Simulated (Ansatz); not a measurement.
Crystal: Sc.

```xyz
2
Lattice="3.3090 0.0000 0.0000 -1.6545 2.8657 0.0000 0.0000 0.0000 5.2733" Properties=species:S:1:pos:R:3 pbc="T T T"
Sc    1.6545    0.9552    3.9550
Sc    0.0000    1.9105    1.3183
```

```yaml
Program: Ansatz 0.2.0
Task: single point
Functional: PBEsol
Potentials_or_basis: all-electron LAPW, scalar-relativistic
Cutoff: 167 eV (chosen from the basis error)
Basis_error_allowed: 0.001 eV/atom
k_mesh: 9 × 9 × 5
Occupations: fermi-dirac, width 0.05 eV
Spin: no spin polarisation
```

On this cell: pressure -2.8 GPa; largest force under 0.003 eV/Å; band gap on the k mesh none (metal or under the smearing width).

The same run follows on a disturbed copy (atoms moved at random, drawn with an rms of 0.05 Å):

```xyz
2
Lattice="3.3090 0.0000 0.0000 -1.6545 2.8657 0.0000 0.0000 0.0000 5.2733" Properties=species:S:1:pos:R:3 pbc="T T T"
Sc    1.6784    0.9283    3.9355
Sc    0.0074    1.9079    1.3020
```

**Question.** What changes?

**Answer.** The energy (extrapolated to zero smearing) moves by +0.3 meV/atom; pressure -2.8 GPa; largest force 0.038 eV/Å; band gap on the k mesh none (metal or under the smearing width).

Forces in eV/Å, atoms in the order of the input:
```
Sc  -0.020  0.030  0.010
Sc   0.020 -0.030 -0.010
```

Stress tensor (GPa, compression positive):
```
-2.39  0.07  0.00
 0.07 -2.20  0.00
 0.00  0.00 -3.85
```
